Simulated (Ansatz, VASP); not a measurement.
## Two plane-wave programs on C

```
CELL_PARAMETERS angstrom
0.00000 1.76232 1.76232
1.76232 0.00000 1.76232
1.76232 1.76232 0.00000
ATOMIC_POSITIONS crystal
C 0.00000 0.00000 0.00000
C 0.25000 0.25000 0.25000
```

Change from the starting cell: hydrostatic strain -1.0%.

Alike in both runs: task single point; functional r2SCAN; k mesh 12 × 12 × 12; no spin polarisation.

|  | VASP | Ansatz |
| --- | --- | --- |
| version | VASP 6.6.1 | Ansatz 0.2.0 |
| potentials or method | VASP PAW PBE potentials, release 64 (C) | plane waves, PAW |
| plane-wave cutoff (eV) | 520 | 500 |
| occupations | gaussian, width 0.01 eV | fixed |
| valence electrons in the cell | 8 | 8 |

|  | VASP | Ansatz | Ansatz less VASP |
| --- | --- | --- | --- |
| gap on the k mesh at the Fermi level (eV) | 4.43 | 4.46 | +0.032 |
| pressure (GPa) | 15.6 | 14.4 | -1.25 |

Caveats: so large a pressure means that the cell lies far from this level's equilibrium, or that cutoff or potentials fall short (VASP); the potentials were made for another functional, which shifts forces and pressure (VASP).
